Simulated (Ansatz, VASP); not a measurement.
Li2O in VASP and in Ansatz

The input INCAR:

```
SYSTEM = Li2O
PREC     = Accurate       ! precision mode
ENCUT    = 600            ! plane-wave cutoff, eV
EDIFF    = 1E-6           ! SCF threshold, eV
ISMEAR   = 0              ! smearing method
SIGMA    = 0.02           ! smearing width, eV
LREAL    = .FALSE.        ! projectors in reciprocal space
LASPH    = .TRUE.         ! aspherical terms in the spheres
NELM     = 60             ! most SCF steps
ALGO     = Normal         ! electronic algorithm
ISIF     = 3              ! what is computed and relaxed
LWAVE    = .FALSE.        ! write WAVECAR
LCHARG   = .FALSE.        ! write CHGCAR
GGA      = PE             ! functional
IBRION   = 2              ! ionic algorithm
NSW      = 100            ! ionic steps
EDIFFG   = -0.005         ! ionic threshold
```

File KPOINTS:

```
regular mesh
0
G
  8 8 8
  0 0 0
```

The input POSCAR:

```
Li2O
1.0
    0.0000000000      2.3050000000      2.3050000000
    2.3050000000      0.0000000000      2.3050000000
    2.3050000000      2.3050000000      0.0000000000
Li O
2 1
Direct
    0.2500000000      0.2500000000      0.2500000000
    0.7500000000      0.7500000000      0.7500000000
    0.0000000000      0.0000000000      0.0000000000
```

Input for Ansatz:

```yaml
crystal:
  lattice:
    - [0.0, 2.305, 2.305]
    - [2.305, 0.0, 2.305]
    - [2.305, 2.305, 0.0]
  atoms:
    - { symbol: Li, position: [0.25, 0.25, 0.25] }
    - { symbol: Li, position: [0.75, 0.75, 0.75] }
    - { symbol: O, position: [0.0, 0.0, 0.0] }
basis:
  ecutwfc: 420
kpoints:
  mp_grid: { grid: [8, 8, 8] }
hamiltonian:
  xc: pbe
scf:
  occupations: { method: gaussian, width: 0.02 }
output:
  forces: true
  stress: true
  eigenvalues: true
relax:
  adjacent_minimum: "off"
  f_tol: 0.005
  max_steps: 80
  cell: { stress_tol: 0.05 }
```

Alike in both runs: task relaxation of cell and atoms; functional PBE; k mesh 8 × 8 × 8; occupations gaussian, width 0.02 eV; no spin polarisation.

```csv
,VASP,Ansatz
version,VASP 6.6.1,Ansatz 0.2.0
potentials or method,"VASP PAW PBE potentials, release 64 (Li_sv, O)","scalar-relativistic, plane waves, PAW"
plane-wave cutoff (eV),600,420
valence electrons in the cell,12,12
```

|  | VASP | Ansatz | Ansatz less VASP |
| --- | --- | --- | --- |
| gap on the k mesh at the Fermi level, each at its own relaxed structure (eV) | 4.97 | 4.98 | +0.011 |
| relaxed volume (Å³/atom) | 8.22 | 8.25 | +0.028 |
| relaxed cell length with the largest relative difference (Å) | 3.267 | 3.271 | +0.0037 |

Caveats: the cutoff is under 1.25 times the usual one of these potentials, so pressure, stress and relaxed cells hold a basis-set (Pulay) error (VASP). As with any semilocal functional, this PBE gap is likely too small. A k mesh can miss the band edges.
